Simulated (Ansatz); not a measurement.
Trial structure of In3GaP4, not yet relaxed:

```
In Ga P
1.0
     3.95671    0.00000    0.00000
     0.00000    3.95671    0.00000
     0.00000    0.00000   11.19127
In Ga P
3 1 4
Direct
  0.00000 0.00000 0.00000
  0.50000 0.50000 0.25000
  0.50000 0.50000 0.75000
  0.00000 0.00000 0.50000
  0.00000 0.00000 0.25000
  0.50000 0.50000 0.50000
  0.00000 0.00000 0.75000
  0.50000 0.50000 0.00000
```

All numbers below come from DFT PBE, scalar-relativistic, plane waves, PAW in Ansatz 0.2.0. Cutoff 420 eV; k points 4×4×2 on the computed 8-atom cell (Γ-centred); Gaussian smearing, width 0.10 eV; no spin polarisation.

Energies over the elements count from the elements' standard structures at the same level, with no fitted energy shifts. The references include black phosphorus.

Problem. How far from equilibrium is it?

Solution. The pressure is -4.1 GPa (the mean over three directions, positive in compression), the largest force is 0.12 eV/Å, and the energy is +0.12 eV/atom against the elements. The shortest distance is 2.80 Å.

Problem. How much does it gain on relaxing, and where does it end?

Solution. Relaxing gains under 0.1 eV/atom (the start's value is from the coarse mesh, so the gain is rough) in 13 ionic steps and ends at +0.02 eV/atom on the finer mesh. The symmetry stays P4/mmm (No. 123). The volume per atom shrinks by 7.1 %, from 21.9 to 20.3 Å³. The shortest distance goes from 2.80 Å (Ga–P and In–P) to 2.55 Å (Ga–P). Conventional cell: a = 3.867 Å, c = 10.885 Å. Around In on a site of symmetry 4/mmm lie 6 P at 2.73–2.89 Å; Ga is surrounded by 2 P at 2.55 Å and 4 P at 2.73 Å; around P on a site of symmetry 4mm lie 1 Ga at 2.55 Å and 5 In at 2.74–2.89 Å; 3 more sites not described.

The last run used a 10×10×4 mesh (in the run's order of axes) for its 8-atom cell and Gaussian smearing of 0.10 eV. For metals, differences of a few meV/atom aren't resolved. The reference form of P is held partly by dispersion forces, which this level lacks. The relaxation can't lower the symmetry of the start. Symmetry constrained the relaxation, so the result can be a saddle point. Another cell of In3GaP4 relaxed alike, in P-43m, lies 294 meV/atom lower, so this cell isn't the stable form at this level.
